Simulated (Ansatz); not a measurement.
# BN: the cost of one run

All numbers are computed with Ansatz 0.2.0 through its Python package. Level of theory: DFT PBEsol, plane waves, PAW.

### 1 The structure

Symmetry: P1, No. 1, triclinic system. The conventional cell has a = 2.508 Å, b = 2.508 Å, c = 3.274 Å, α = 101.11°, β = 101.11°, γ = 119.81°. B (site symmetry 1) is surrounded by 3 N at 1.40 to 1.52 Å. N (site symmetry 1) has 3 B at 1.40 to 1.52 Å as nearest neighbours.

No structure file is read: the coordinates are typed or built in the script.

### 2 The script

ecut.py

```python
# -*- coding: utf-8 -*-
'''Convergence of BN with the plane-wave cutoff.'''

import csv

import ansatz
import numpy as np


def main():
    vectors = np.array([
        [2.508041, 0.0, 0.0],
        [-1.246711, 2.176231, 0.0],
        [-0.630665, -1.088116, 3.02254],
    ])
    crystal = (
        ansatz.Lattice.of(vectors)
        .atom('B', (0.979643, 0.983499, 0.001806))
        .atom('N', (0.668506, 0.332385, 0.984999))
    )

    base = crystal.calculation()
    base = base.functional('pbesol').kpoints(8, 8, 6)
    base = base.occupations(ansatz.OccupationsMethod.FIXED)
    base = base.stress()

    rows = []
    for value in [300, 400, 500, 600, 700]:
        data = base.basis(value).run(threads=1, pin='off').report
        rows.append((value, data['free_energy_ev'] / len(data['lattice']['sites']), data['n_iterations'], sum(data['stress_gpa'][i][i] for i in range(3)) / 3, data['n_pw']))

    with open('ecut.csv', 'w', newline='') as handle:
        writer = csv.writer(handle)
        writer.writerow(['cutoff (eV)', 'F/atom (eV)', 'iterations', 'P (GPa)', 'plane waves'])
        writer.writerows([round(v, 5) if isinstance(v, float) else v for v in row] for row in rows)

    # differences from the last row
    for row in rows[:-1]:
        shift = 1000 * (row[1] - rows[-1][1])
        print(f'{row[0]}: {shift:+.2f} meV/atom' + ('  (within 1 meV)' if abs(shift) < 1 else ''))


if __name__ == '__main__':
    main()
```

### 3 What the engine is handed

The engine receives this input (first run):

```yaml
crystal:
  lattice:
    - [2.508041, 0.0, 0.0]
    - [-1.246711, 2.176231, 0.0]
    - [-0.630665, -1.088116, 3.02254]
  atoms:
    - { symbol: B, position: [0.979643, 0.983499, 0.001806] }
    - { symbol: "N", position: [0.668506, 0.332385, 0.984999] }
basis:
  ecutwfc: 300.0
kpoints:
  mp_grid:
    grid: [8, 8, 6]
hamiltonian:
  xc: pbesol
scf:
  occupations:
    method: fixed
output:
  stress: true
```

### 4 Running it

Run with:

```bash
$ python ecut.py
```

**Question.** How long does this script take on 1 thread of Arm Neoverse N1, shared host, and how much memory does it need?

About 26 s, with a peak of 0.44 GiB.
